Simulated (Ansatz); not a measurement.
Write the native input for Ansatz 0.2.0 that does the following.

- Task: single point
- Functional: PBE
- Potentials or basis: Ansatz PAW
- Cutoff: 420 eV (not typed: the program's choice for these potentials)
- k mesh: 7 × 7 × 7
- Occupations: gaussian, width 0.028 eV
- Spin: no spin polarisation

Cu3Au (Auricupride):

```
Au Cu
1.0
     3.74000    0.00000    0.00000
     0.00000    3.74000    0.00000
     0.00000    0.00000    3.74000
Au Cu
1 3
Direct
  0.00000 0.00000 0.00000
  0.50000 0.50000 0.00000
  0.50000 0.00000 0.50000
  0.00000 0.50000 0.50000
```

The input as run:

input.yaml

```yaml
crystal:
  lattice:
    - [3.74, 0.0, 0.0]
    - [0.0, 3.74, 0.0]
    - [0.0, 0.0, 3.74]
  atoms:
    - { symbol: Au, position: [0.0, 0.0, 0.0] }
    - { symbol: Cu, position: [0.5, 0.5, 0.0] }
    - { symbol: Cu, position: [0.5, 0.0, 0.5] }
    - { symbol: Cu, position: [0.0, 0.5, 0.5] }
hamiltonian:
  xc: pbe
  pseudopotentials: { kind: paw }
kpoints:
  mp_grid: { grid: [7, 7, 7] }
scf:
  occupations: { method: gaussian, width: 0.028 }
output:
  forces: true
  stress: true
  eigenvalues: true
```

Potentials or basis: Ansatz PAW.

The run is started by

```sh
$ ansatz run input.yaml --threads 2 --pin off --max-ram 5632MiB --backend cpu --events-out ev --progress --plain --runs-dir out
```

It gave:

The pressure is 5.0 GPa and the band gap on the k mesh is none (metal or under the smearing width).

Run time: 0.75 s on 2 threads of Intel(R) Xeon(R) 6975P-C (Granite Rapids), on a shared host, peak memory 0.39 GiB.
